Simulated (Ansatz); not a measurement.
## Ni under changes of volume

One of the cells (10.492 Å³/atom); the others are scaled copies at fixed shape and fractional positions:

```
Ni
1.0
     0.00000    1.73757    1.73757
     1.73757    0.00000    1.73757
     1.73757    1.73757    0.00000
Ni
1
Cartesian
  0.0000 0.0000 0.0000
```

| Quantity | Value |
| --- | --- |
| Program | Ansatz 0.2.0 |
| Functional | PBEsol |
| Potentials or basis | all-electron LAPW, scalar-relativistic |
| Cutoff | 344 eV (chosen from the basis error) |
| Basis error allowed | 0.0005 eV/atom |
| k mesh | 13 × 13 × 13 |
| Occupations | fermi-dirac, width 0.05 eV |
| Spin | collinear spin, ferromagnetic start |
| Starting moments | [1.0] μB |

```tsv
volume (Å³/atom)	energy over the lowest point (meV/atom)	pressure (GPa)
9.862	19.62	13.4
10.072	6.16	7.5
10.282	0.00	2.3
10.492	0.33	-2.4
10.702	6.43	-6.6
10.912	?	?
11.122	33.41	-13.5
```

Problem. What does the run at 10.912 Å³/atom give?

Solution. Energy over the lowest point 17.65 meV/atom; pressure -10.2 GPa.

Worked out: A Birch-Murnaghan fit of order 3 (a polynomial in V^(-2/3)) to the other rows has its minimum at 10.37 Å³/atom with B0 = V·E''(V) = 232 GPa and B' = 4.8. It gives 17.64 meV/atom at 10.912 Å³/atom, against the run's 17.65, and -dE/dV = -10.4 GPa, against -10.2.

Energies are extrapolated to zero smearing.
